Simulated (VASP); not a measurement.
Wanted: the native input for a VASP 6.6.1 run.

```
Task                    : density of states
Functional              : PBE
Potentials or basis     : VASP PAW PBE potentials, release 64 (B, As)
Cutoff                  : 520 eV
k mesh                  : 9 × 9 × 9
Occupations             : gaussian, width 0.02 eV
Spin                    : no spin polarisation
k mesh for the DOS      : 14 × 14 × 14
Occupations for the DOS : tetrahedron
Further INCAR settings  : ALGO = Normal; EDIFF = 1e-06
```

BAs:

```
CELL_PARAMETERS angstrom
2.93437 0.00000 0.00000
0.00000 2.93437 0.00000
0.00000 0.00000 2.93437
ATOMIC_POSITIONS crystal
B 0.50000 0.50000 0.50000
As 0.00000 0.00000 0.00000
```

The cell was built by a generator and needn't be a form met in nature.

The input as run:

POSCAR

```
BAs
1.0
    2.9343700000      0.0000000000      0.0000000000
    0.0000000000      2.9343700000      0.0000000000
    0.0000000000      0.0000000000      2.9343700000
B As
1 1
Direct
    0.5000000000      0.5000000000      0.5000000000
    0.0000000000      0.0000000000      0.0000000000
```

INCAR.step1

```
SYSTEM = BAs
PREC     = Accurate       ! precision mode
ENCUT    = 520            ! plane-wave cutoff, eV
EDIFF    = 1E-6           ! SCF threshold, eV
ISMEAR   = 0              ! smearing method
SIGMA    = 0.02           ! smearing width, eV
LREAL    = .FALSE.        ! projectors in reciprocal space
LASPH    = .TRUE.         ! aspherical terms in the spheres
NELM     = 60             ! most SCF steps
ALGO     = Normal         ! electronic algorithm
ISIF     = 2              ! what is computed and relaxed
LWAVE    = .FALSE.        ! write WAVECAR
LCHARG   = .TRUE.         ! write CHGCAR
GGA      = PE             ! functional
```

KPOINTS.step1

```
regular mesh
0
G
  9 9 9
  0 0 0
```

INCAR.step2

```
SYSTEM = BAs
PREC     = Accurate       ! precision mode
ENCUT    = 520            ! plane-wave cutoff, eV
EDIFF    = 1E-6           ! SCF threshold, eV
ISMEAR   = -5             ! smearing method
SIGMA    = 0.02           ! smearing width, eV
LREAL    = .FALSE.        ! projectors in reciprocal space
LASPH    = .TRUE.         ! aspherical terms in the spheres
NELM     = 60             ! most SCF steps
ALGO     = Normal         ! electronic algorithm
ISIF     = 2              ! what is computed and relaxed
LWAVE    = .FALSE.        ! write WAVECAR
LCHARG   = .FALSE.        ! write CHGCAR
GGA      = PE             ! functional
LORBIT   = 10             ! projections on sites
NEDOS    = 1001           ! points of the DOS
ICHARG   = 11             ! starting density
```

KPOINTS.step2

```
regular mesh
0
G
  14 14 14
  0 0 0
```

Potentials or basis: VASP PAW PBE potentials, release 64 (B, As).

Launch:

```bash
$ cat potpaw_PBE.64/B/POTCAR potpaw_PBE.64/As/POTCAR > POTCAR
$ cp INCAR.step1 INCAR
$ cp KPOINTS.step1 KPOINTS
$ mpirun -np 1 vasp_std > vasp.out
$ cp INCAR.step2 INCAR
$ cp KPOINTS.step2 KPOINTS
$ mpirun -np 1 vasp_std > vasp.out
```

It gave:

```json
{
  "Valence electrons inside the program's atomic spheres": "B 1.51; As 2.66"
}
```

Caveat: the bands computed are all filled at some k points, so no gap is given.

Wall time 7 s on 1 thread of Intel(R) Xeon(R) 6975P-C (Granite Rapids), with other jobs on the host, peak memory 0.15 GiB.
